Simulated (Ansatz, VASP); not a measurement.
C in VASP and in Ansatz

```
CELL_PARAMETERS angstrom
2.47249 0.00000 0.00000
-1.23625 2.14124 0.00000
0.00000 0.00000 24.29379
ATOMIC_POSITIONS crystal
C 0.66667 0.33333 0.57048
C 0.33333 0.66667 0.42952
C 0.00000 0.00000 0.42953
C 0.00000 0.00000 0.57047
```

Change from the starting cell: volume scaled by 1.02.

Alike in both runs: task single point; functional PBE; k mesh 12 × 12 × 2; occupations fermi-dirac, width 0.05 eV; no spin polarisation.

|  | VASP | Ansatz |
| --- | --- | --- |
| version | VASP 6.6.1 | Ansatz 0.2.0 |
| potentials or method | VASP PAW PBE potentials, release 64 (C) | Ansatz PAW |
| plane-wave cutoff (eV) | 520 | 420 |
| valence electrons in the cell | 16 | 16 |

```csv
,VASP,Ansatz,Ansatz less VASP
gap on the k mesh at the Fermi level (eV),none,none,-
rms of the force components (eV/Å),0.025,0.025,0.0000
```

Atom by atom the forces differ by 0.000 eV/Å (rms over components). A gap of «none» marks a metal or a gap that the smearing closes. The functional is the same, so the differences come from potentials, cutoffs and numerics.
